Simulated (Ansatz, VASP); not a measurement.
# TiB2: VASP beside Ansatz

Contents of INCAR:

```
SYSTEM = TiB2
PREC = Accurate
ENCUT = 520
EDIFF = 1E-7
ISMEAR = -1
SIGMA = 0.05
LREAL = .FALSE.
LASPH = .TRUE.
NELM = 60
ALGO = Normal
ISIF = 2
LWAVE = .FALSE.
LCHARG = .FALSE.
GGA = PE
NBANDS = 16
```

File KPOINTS:

```
regular mesh
0
G
  10 10 8
  0 0 0
```

File POSCAR:

```
TiB2
1.0
    3.0886111617      0.0000000000      0.0000000000
   -1.5443055808      2.6748157284      0.0000000000
    0.0000000000      0.0000000000      3.2917180359
Ti B
1 2
Direct
    0.0000000000      0.0000000000      0.0000000000
    0.6666666667      0.3333333333      0.5000000000
    0.3333333333      0.6666666667      0.5000000000
```

File input.yaml:

```yaml
crystal:
  lattice:
    - [3.0886111617, 0.0, 0.0]
    - [-1.5443055808, 2.6748157284, 0.0]
    - [0.0, 0.0, 3.2917180359]
  atoms:
    - { symbol: Ti, position: [0.0, 0.0, 0.0] }
    - { symbol: B, position: [0.6666666667, 0.3333333333, 0.5] }
    - { symbol: B, position: [0.3333333333, 0.6666666667, 0.5] }
hamiltonian:
  xc: pbe
  pseudopotentials: { kind: paw }
kpoints:
  mp_grid: { grid: [10, 10, 8] }
scf:
  occupations: { method: fermi_dirac, width: 0.05 }
output:
  forces: true
  stress: true
  eigenvalues: true
```

Change from the starting cell: volume scaled by 1.06.

Alike in both runs: task single point; functional PBE; k mesh 10 × 10 × 8; occupations fermi-dirac, width 0.05 eV; no spin polarisation.

|  | VASP | Ansatz |
| --- | --- | --- |
| version | VASP 6.6.1 | Ansatz 0.2.0 |
| potentials or method | VASP PAW PBE potentials, release 64 (Ti_sv, B) | Ansatz PAW |
| plane-wave cutoff (eV) | 520 | 420 |
| valence electrons in the cell | 18 | 18 |

Ansatz gave:

* gap on the k mesh at the Fermi level (eV): none
* pressure (GPa): -13.0
* largest component of the traceless stress (GPa): 1.68

Problem. Estimate VASP's values.

Solution. gap on the k mesh at the Fermi level (eV): none; pressure (GPa): -12.9; largest component of the traceless stress (GPa): 1.69.

A gap of «none» marks a metal or a gap that the smearing closes. With one functional, cell and mesh, what is left measures potentials, basis and numerics.
